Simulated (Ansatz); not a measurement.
Ansatz input

```yaml
crystal:
  lattice:
    - [0.0, 2.3372295534, 2.3372295534]
    - [2.3372295534, 0.0, 2.3372295534]
    - [2.3372295534, 2.3372295534, 0.0]
  atoms:
    - { symbol: In, position: [0.0, 0.0, 0.0] }
hamiltonian:
  xc: pbesol
  pseudopotentials:
    kind: paw
    azcp:
      In: "pseudopotentials/In.paw.azcp"
basis:
  ecutwfc: 420
  fft_grid_basis: typed
kpoints:
  mp_grid: { grid: [19, 19, 19], shift: [0, 0, 0] }
magnetization:
  spin_polarized: false
scf:
  occupations: { method: fermi_dirac, width: 0.1 }
```

Terminal output

```
Warning: the record states the generating functional pbe (its physics header spells it `PBE`), which answers neither for hamiltonian.xc's functional nor for the pbesol family's — results may be inconsistent (PPs are generated against a specific XC)
Engine: ansatz 0.2.0, aarch64-unknown-linux-gnu
Pseudopotentials: kind: paw
Pseudopotential: In, paw, valence charge 13, recommended cutoff 420 eV (normal) 
Functional definition: PBEsol
  exchange = pbesol_x
  correlation = pbesol_c
Crystal: 1 atoms, lattice volume = 25.535 Å³
Basis set: ecut = 420 eV, 531 PW (Γ)
Bands: 11, of which v1, the nominal top of the filled ones, is band 7 counted from 1 (6 counted from 0)
Symmetry: 48 space group operations
Space group: Fm-3m (ITA 225), of the structure as read, at distance tolerance 2.9e-5 Å
k-points: 220 of 6859
Non-local potential: In, projectors of the file, l = 0: 2, l = 1: 2, l = 2: 2, l = 3: 2
PAW form: soft (Blöchl's): semilocal exchange-correlation on the pseudo side does not see the compensation charge
PAW frozen core: In, regenerated for the run's functional, and the local potential with it (the file was generated under x = pbe(κ = 0.804, μ = 0.2195149727645171), c = pbe(β = 0.06672455060314922))
PAW one-centre angular grid: In, 590 points (default); XC on 64 Gauss nodes
Initial density: superposition of atomic densities (neutral atoms: chi_scale 0, normalization atom), corrected by the library's trained network
Initial wavefunctions: pseudopotential atomic-orbital guess
Functional: x = pbesol(κ = 0.804, μ = 0.12345679012345678), c = pbesol(β = 0.046)
SCF iter   1: F=—  HF=-5525.417147 eV  |F-HF|=—  |Δ(HF+E_count)|=         —  Δρ=3.17e-3  dr2=2.45e-3  ethr=1.77e-3  ⟨swp⟩=4.9  Hψ=14250  notcnv=0
SCF iter   2: F=—  HF=-5525.415490 eV  |F-HF|=—  |Δ(HF+E_count)|=   1.66e-3  Δρ=1.26e-3  dr2=5.07e-4  ethr=1.88e-5  ⟨swp⟩=1.9  Hψ=5091  notcnv=0
SCF iter   3: F=—  HF=-5525.415280 eV  |F-HF|=—  |Δ(HF+E_count)|=   2.10e-4  Δρ=3.52e-4  dr2=1.56e-5  ethr=3.90e-6  ⟨swp⟩=2.0  Hψ=3766  notcnv=0  defer=2
SCF iter   4: F=—  HF=-5525.415276 eV  |F-HF|=—  |Δ(HF+E_count)|=   4.14e-6  Δρ=6.83e-5  dr2=1.06e-6  ethr=1.20e-7  ⟨swp⟩=2.0  Hψ=3595  notcnv=0  defer=2
iter 5 did not close the SCF: its close was put off for the readings that it lacked (scf_convergence_deferred on its scf_iter line)
SCF iter   5: F=-5525.415276 eV  HF=-5525.415276 eV  |F-HF|=1.96e-9  |Δ(HF+E_count)|=   5.07e-7  Δρ=3.96e-6  dr2=4.25e-9  ethr=8.17e-9  ⟨swp⟩=2.0  Hψ=3742  notcnv=0  defer=2
SCF iter   6: F=-5525.415276 eV  HF=-5525.415276 eV  |F-HF|=7.82e-11  |Δ(HF+E_count)|=   2.34e-9  Δρ=1.24e-6  dr2=2.02e-10  ethr=3.27e-11  ⟨swp⟩=1.0  Hψ=7037  notcnv=0
SCF 1 converged in 6 iterations: F = -5525.415276 eV  dr2 = 2.02e-10
SCF converged after 6 iterations
Free energy (F): -5525.415276 eV
Harris-Foulkes:  -5525.415276 eV  (|F-HF|=7.82e-11)
Internal energy: -5525.400872 eV  (E = F + TS)
E sigma→0 (E₀):  -5525.408074 eV
Entropy (-TS):   -0.014404 eV (-14.404 meV/atom)
Fermi energy:    10.445959 eV
--- Per-component energies (eV) ---
  E_band       = -20.675102
  E_kinetic    = 241.884018
  E_local      = -1060.951823  (includes V_loc(G=0)·N_el)
  E_nonlocal   = 367.384087
  E_hartree    = 415.113736
  E_xc         = -214.256429
  E_vxc        = -100.684465  (∫ρ·V_xc dr)
  E_paw        = -4081.362612  (= ΣΔE_a)
  E_vpaw       = -298.534088  (= ΣTr[D̂ρ^β])
  E_aug_tail   = 0.000025  (compensation charges beyond the density's cutoff)
  E_ewald      = -1193.447776
  E_core_change = 0.235902  (= ΣΔE_core)
  E_smearing   = -0.014404  (= −TS)
  E_closure    = -0.000000  (closes the sum)
  Σ components = -5525.415276   (vs F -5525.415276, Δ=0.00e0)
```
